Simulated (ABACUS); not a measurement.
Rh:

```
Rh
1.0
     2.68397    0.00000    0.00000
     1.34198    2.32438    0.00000
     1.34198    0.77479    2.19145
Rh
1
Direct
  0.00000 0.00000 0.00000
```

Program: ABACUS 3.10.1. Alike in all runs: task single point; no spin polarisation; cell as given; smearing fermi-dirac 0.05 eV.

**Question.** Order these runs on this cell by their pressure, lowest first.
A. level PBEsol; potentials or basis SG15 ONCV 1.2 PBE, DZP LCAO (the cutoffs set its grid); k mesh 11 × 11 × 11; cutoff (eV) 1361; orbital files Rh Rh_confined-atom_7au_3s2p2d1f.orb; SCF threshold on the density 1e-07; eigensolver genelpa
B. level LDA-PW92; potentials or basis PseudoDojo NC SR 0.4.1 LDA stringent, plane waves; k mesh 10 × 10 × 10; cutoff (eV) 1211; SCF threshold on the density 1e-08; eigensolver dav
C. level BP86; potentials or basis PseudoDojo NC SR 0.4.1 PBE standard, plane waves; k mesh 10 × 10 × 10; cutoff (eV) 1211; SCF threshold on the density 1e-08; eigensolver dav

**Answer.** B (-9.3 GPa), A (-1.6 GPa), C (9.4 GPa).

Caveats: the potentials were made for another functional, which shifts forces and pressure (some runs); the atomic orbitals were generated for these runs and aren't a published set (some runs); the basis of atomic orbitals isn't converged, which shifts pressures, moduli and gaps (some runs).
